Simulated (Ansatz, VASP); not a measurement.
# One calculation of HfN, two programs

```
Hf N
1.0
     0.00000    2.21289    2.21289
     2.21289    0.00000    2.21289
     2.21289    2.21289    0.00000
Hf N
1 1
Direct
  0.00000 0.00000 0.00000
  0.50000 0.50000 0.50000
```

Change from the starting cell: volume scaled by 0.94.

Alike in both runs: task single point; functional PBEsol; k mesh 10 × 10 × 10; occupations fermi-dirac, width 0.01 eV; no spin polarisation.

|  | VASP | Ansatz |
| --- | --- | --- |
| version | VASP 6.6.1 | Ansatz 0.2.0 |
| potentials or method | VASP PAW PBE potentials, release 64 (Hf_pv, N), cutoff 520 eV | all-electron LAPW, scalar-relativistic |

|  | VASP | Ansatz | Ansatz less VASP |
| --- | --- | --- | --- |
| pressure (GPa) | 13.9 | 16.2 | +2.29 |

Ansatz ran all-electron here, so the differences hold the error of VASP's frozen core and of both bases.

Caveats: the PAW data sets were made with another functional, which shifts forces and pressure a little (VASP). The runs have no spin-orbit coupling, so splittings on Hf are missing.
